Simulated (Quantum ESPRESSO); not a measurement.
# P under changes of volume

One of the cells (20.458 Å³/atom); the others are scaled copies at fixed shape and fractional positions:

```
P
1.0
     1.64774   -5.46504    0.00000
     1.64774    5.46504    0.00000
     0.00000    0.00000    4.54364
P
4
Direct
  0.90414 0.09586 0.58882
  0.09586 0.90414 0.41118
  0.59586 0.40414 0.08882
  0.40414 0.59586 0.91118
```

```yaml
Program: Quantum ESPRESSO 7.5
Functional: PBE
Potentials_or_basis: SSSP 1.3 efficiency PBE
Cutoff: 748 eV
Density_cutoff: 5987 eV
k_mesh: 8 × 8 × 6
Occupations: fermi-dirac, width 0.05 eV
Spin: no spin polarisation
```

```tsv
volume (Å³/atom)	energy over the lowest point (meV/atom)	pressure (GPa)	gap on the mesh (eV)	largest force (eV/Å)
19.230	39.81	7.6	0.02	0.933
19.639	22.91	5.6	0.04	0.723
20.049	10.96	3.8	0.06	0.530
20.458	?	?	?	?
20.867	0.00	0.6	0.13	0.202
21.276	0.14	-0.7	0.17	0.117
21.685	3.54	-1.9	0.21	0.183
```

**Question.** What does the run at 20.458 Å³/atom give?

**Answer.** Energy over the lowest point 3.48 meV/atom; pressure 2.1 GPa; gap on the mesh 0.10 eV; largest force 0.354 eV/Å.

Worked out: A Birch-Murnaghan fit of order 3 (a polynomial in V^(-2/3)) to the other rows has its minimum at 21.05 Å³/atom with B0 = V·E''(V) = 69 GPa and B' = 4.3 at fixed shape and positions, which overstates the stiffness. It gives 3.47 meV/atom at 20.458 Å³/atom, against the run's 3.48, and -dE/dV = 2.1 GPa, against 2.1.

Energies are extrapolated to zero smearing.

A mesh can miss the band edges.
